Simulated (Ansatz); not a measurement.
Rb:

```
Rb
1.0
    -2.80250    2.80250    2.80250
     2.80250   -2.80250    2.80250
     2.80250    2.80250   -2.80250
Rb
1
Direct
  0.00000 0.00000 0.00000
```

```yaml
Program: Ansatz 0.2.0
Task: single point
Functional: PBEsol
Potentials_or_basis: all-electron LAPW, scalar-relativistic
Cutoff: 52 eV (chosen from the basis error)
Basis_error_allowed: 0.001 eV/atom
k_mesh: 7 × 7 × 7
Occupations: fermi-dirac, width 0.05 eV
Spin: no spin polarisation
```

On this cell: pressure -0.1 GPa; band gap on the k mesh none (metal or under the smearing width).

The same run follows on a disturbed copy (cell strained at random at fixed volume):

```
CELL_PARAMETERS angstrom
-2.92087 2.82641 2.71242
2.91628 -2.85910 2.74053
2.84329 2.78152 -2.74511
ATOMIC_POSITIONS crystal
Rb 0.00230 0.99471 0.99463
```

Question: What changes?

Answer: The energy (extrapolated to zero smearing) moves by +0.1 meV/atom; pressure -0.1 GPa; band gap on the k mesh none (metal or under the smearing width).

Stress tensor (GPa, compression positive):
```
-0.04  0.07  0.01
 0.07 -0.06  0.03
 0.01  0.03 -0.09
```
